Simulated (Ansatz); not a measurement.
**What a trial cell of RuS relaxes into**

Method: DFT PBE, scalar-relativistic, plane waves, PAW in Ansatz. Cutoff 420 eV, Γ-centred k mesh, Gaussian smearing, collinear spin, first started from parallel moments.

RuS was placed on the CoSn structure type (P6/mmm, No. 191), with Ru in place of Co, S in place of Sn, at a guessed volume.

```
CELL_PARAMETERS angstrom
5.18462 0.00000 0.00000
-2.59231 4.49001 0.00000
0.00000 0.00000 4.18305
ATOMIC_POSITIONS crystal
Ru 0.50000 0.00000 0.00000
Ru 0.50000 0.50000 0.00000
Ru 0.00000 0.50000 0.00000
S 0.00000 0.00000 0.00000
S 0.33333 0.66667 0.50000
S 0.66667 0.33333 0.50000
```

Cell and atoms relax at zero pressure; the relaxation can't lower the symmetry of the start.

The zero of energy is the elements' standard structures at the same level; no fitted shifts are applied.

**Question.** Describe the relaxed structure.

**Answer.** It keeps P6/mmm (No. 191). The result has the CoSn (Ru on Co sites) structure. Conventional cell: a = 5.535 Å, c = 3.515 Å. Ru is coordinated by 4 S at 2.38 Å, 2 S at 2.77 Å and 4 Ru at 2.77 Å; S on Wyckoff site a (1 atom of the primitive cell) is coordinated by 6 Ru at 2.77 Å; S on Wyckoff site d (2 atoms of the primitive cell) has 6 Ru at 2.38 Å.

```
Ru S
1.0
     5.53506    0.00000    0.00000
    -2.76753    4.79350    0.00000
     0.00000    0.00000    3.51512
Ru S
3 3
Direct
  0.50000 0.00000 0.00000
  0.50000 0.50000 0.00000
  0.00000 0.50000 0.00000
  0.00000 0.00000 0.00000
  0.33333 0.66667 0.50000
  0.66667 0.33333 0.50000
```

**Question.** What are its volume, energy, gap and moment?

**Answer.** The volume per atom is 15.54 Å³, the density is 7.11 g/cm³ and the energy over the elements is 0.17 eV/atom. The gap on the 12×12×10 mesh is 0 eV (a metal) and the net moment per atom is 0.00 μB. The largest site moment is 0.00 μB.

The final run used a 12×12×10 mesh on its 6-atom cell and 0.10 eV smearing. The k mesh leaves about 4 meV/atom of noise in metals. A structure relaxed within its symmetry needn't be a true minimum. The steps took roughly 15 core-minutes in all.